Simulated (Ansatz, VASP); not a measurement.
## Two plane-wave programs on NaI

Contents of INCAR:

```
PREC = Accurate
ENCUT = 520
EDIFF = 1E-8
ISMEAR = -1
SIGMA = 0.05
LREAL = F
LASPH = T
NELM = 100
ALGO = Fast
ISIF = 2
LWAVE = F
LCHARG = F
GGA = PS
LEFG = T
NBANDS = 14
```

File KPOINTS:

```
regular mesh
0
Gamma
  10 10 10
```

File POSCAR:

```
NaI
1.0
    0.0000000000      3.5813786338      3.5813786338
    3.5813786338      0.0000000000      3.5813786338
    3.5813786338      3.5813786338      0.0000000000
Na I
1 1
Direct
    0.0000000000      0.0000000000      0.0000000000
    0.2500000000      0.2500000000      0.2500000000
```

Input for Ansatz:

```yaml
crystal:
  lattice:
    - [0.0, 3.5813786338, 3.5813786338]
    - [3.5813786338, 0.0, 3.5813786338]
    - [3.5813786338, 3.5813786338, 0.0]
  atoms:
    - { symbol: Na, position: [0.0, 0.0, 0.0] }
    - { symbol: I, position: [0.25, 0.25, 0.25] }
kpoints:
  mp_grid: { grid: [10, 10, 10] }
  band_path:
    path:
      - [0.0, 0.0, 0.0]
      - [-0.5, -0.5, 0.0]
      - [-0.375, -0.375, 0.25]
      - [-0.375, 0.0, 0.375]
      - [0.0, 0.0, 0.0]
      - [0.0, 0.0, 0.5]
      - [-0.5, -0.25, 0.25]
      - [-0.5, -0.5, 0.0]
    npoints: 5
scf:
  occupations: { method: fermi_dirac, width: 0.05 }
hamiltonian:
  xc: pbesol
  pseudopotentials: { kind: paw }
output:
  forces: true
  stress: true
  eigenvalues: true
  efg: { contact_densities: true }
```

Alike in both runs: task electric field gradients; functional PBEsol; k mesh 10 × 10 × 10; occupations fermi-dirac, width 0.05 eV; no spin polarisation.

|  | VASP | Ansatz |
| --- | --- | --- |
| version | VASP 6.6.1 | Ansatz 0.2.0 |
| potentials or method | VASP PAW PBE potentials, release 64 (Na_pv, I) | PAW with Ansatz's default frozen-core files, scalar-relativistic |
| plane-wave cutoff (eV) | 520 | 420 |
| valence electrons in the cell | 14 | 26 |

```csv
,VASP,Ansatz,Ansatz less VASP
gap on the k mesh at the Fermi level (eV),3.68,3.69,+0.005
pressure (GPa),-0.4,-0.4,-0.02
Vzz of the field gradient on the site that differs most (V/Å²),0.0,0.0,-0.01
```

The two sets of potentials don't hold the same shells in valence. Ansatz warned: «gradients_without_spin_orbit».

Caveats: the PAW data sets were made with another functional, which shifts forces and pressure a little (VASP); spin-orbit coupling is left out, which moves the levels of the heavy elements. A k mesh can miss the band edges.
